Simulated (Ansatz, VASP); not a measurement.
# One calculation of BaTe, two programs

The input POSCAR:

```
BaTe
1.0
    0.0000000000      3.5312212088      3.5312212088
    3.5312212088      0.0000000000      3.5312212088
    3.5312212088      3.5312212088      0.0000000000
Ba Te
1 1
Direct
    0.0000000000      0.0000000000      0.0000000000
    0.5000000000      0.5000000000      0.5000000000
```

The input INCAR.step1:

```
SYSTEM = BaTe
PREC = Accurate ; ENCUT = 520
ISMEAR = 0 ; SIGMA = 0.01
LREAL = .FALSE. ; LASPH = .TRUE.
NELM = 60 ; NBANDS = 15
GGA = PE ; ALGO = Normal
EDIFF = 1E-4 ; LWAVE = .TRUE.
LCHARG = .FALSE.
```

Contents of INCAR.step2:

```
SYSTEM = BaTe
PREC = Accurate ; ENCUT = 520
EDIFF = 1E-6 ; ISMEAR = 0
SIGMA = 0.01 ; LREAL = .FALSE.
LASPH = .TRUE. ; NELM = 60
ALGO = Normal ; ISIF = 2
LWAVE = .FALSE. ; LCHARG = .TRUE.
METAGGA = R2SCAN ; LMIXTAU = .TRUE.
LELF = .TRUE. ; LVHAR = .TRUE.
NBANDS = 15 ; ISTART = 1
```

The input KPOINTS:

```
regular mesh
0
G
  6 6 6
  0 0 0
```

Input for Ansatz:

```yaml
crystal:
  lattice:
    - [0.0, 3.5312212088, 3.5312212088]
    - [3.5312212088, 0.0, 3.5312212088]
    - [3.5312212088, 3.5312212088, 0.0]
  atoms:
    - { symbol: Ba, position: [0.0, 0.0, 0.0] }
    - { symbol: Te, position: [0.5, 0.5, 0.5] }
kpoints:
  mp_grid: { grid: [6, 6, 6] }
scf:
  occupations: { method: fixed }
hamiltonian:
  xc: r2scan
  pseudopotentials: { kind: paw }
output:
  forces: true
  stress: true
  eigenvalues: true
  eigenstates:
    nscf_kmesh: { grid: [10, 10, 10] }
    de_dk: true
    e_range: [-9, 12.00216851099]
  optics:
    e_range: [0, 25]
    de: 0.2
    sigma: 0.15
    bands: { spectra_wanted_up_to: 25 }
    nscf_kmesh: { grid: [10, 10, 10] }
checkpoint:
  write: ck
  write_wavefunctions: false
```

Alike in both runs: task single point; functional r2SCAN; k mesh 6 × 6 × 6; no spin polarisation.

```csv
,VASP,Ansatz
version,VASP 6.6.1,Ansatz 0.2.0
potentials or method,"VASP PAW PBE potentials, release 64 (Ba_sv, Te)","PAW with Ansatz's default frozen-core files, scalar-relativistic"
plane-wave cutoff (eV),520,500
occupations,"gaussian, width 0.01 eV",fixed
valence electrons in the cell,16,26
```

Ansatz gave:

```
gap on the k mesh at the Fermi level (eV) : 2.00
pressure (GPa)                            : 0.0
```

What did VASP give for the same quantities?

gap on the k mesh at the Fermi level (eV): 1.93; pressure (GPa): 0.3.

The two sets of potentials don't hold the same shells in valence.

Caveats: the PAW data sets were made with another functional, which shifts forces and pressure a little (VASP); spin-orbit coupling is left out, which moves the levels of the heavy elements. r2SCAN opens gaps a little over a GGA but as a rule still falls short of measured ones. A k mesh can miss the band edges.
